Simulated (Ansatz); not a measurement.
CaO in the CsCl-type structure, relaxed with r2SCAN: space group Pm-3m (No. 221), cubic; conventional cell a = 2.903 Å, 12.24 Å³ an atom. Ca is surrounded by 8 O at 2.51 Å; O is surrounded by 8 Ca at 2.51 Å. One-shot G0W0@PBE in the plane-wave code Ansatz on a 4×4×4 mesh (contour deformation, no spin-orbit coupling), from a PBE gap of 2.751 eV over the mesh points (the G0W0 gap is indirect on the mesh); the number N of bands summed and the screening cutoff rise together. All values are calculated for a non-magnetic cell, which may be hypothetical.

```
  N  cutoff (eV)  1000/N  G0W0 gap (eV)
 47           80  21.277          4.795
100          140  10.000          4.933
```

**Lay a straight line in 1000/N through these rows.** The slope is -0.0122 eV per unit of 1000/N and the intercept 5.055 eV.

**Predict the gap at N = 177 (210 eV).** 5.055 + (-0.0122) × 5.650 = 4.986 eV; the run gives 5.045 eV, +0.059 eV from the line.

**With that run's result added, what limit do the last two rows suggest?** Their slope is (5.045 − 4.933)/(5.650 − 10.000) = -0.0257, which meets 1/N = 0 at 5.19 eV, against 5.055 eV from the first line. The slope steepens, so 1/N isn't yet asymptotic and the true limit probably lies higher still; the k mesh isn't extrapolated.
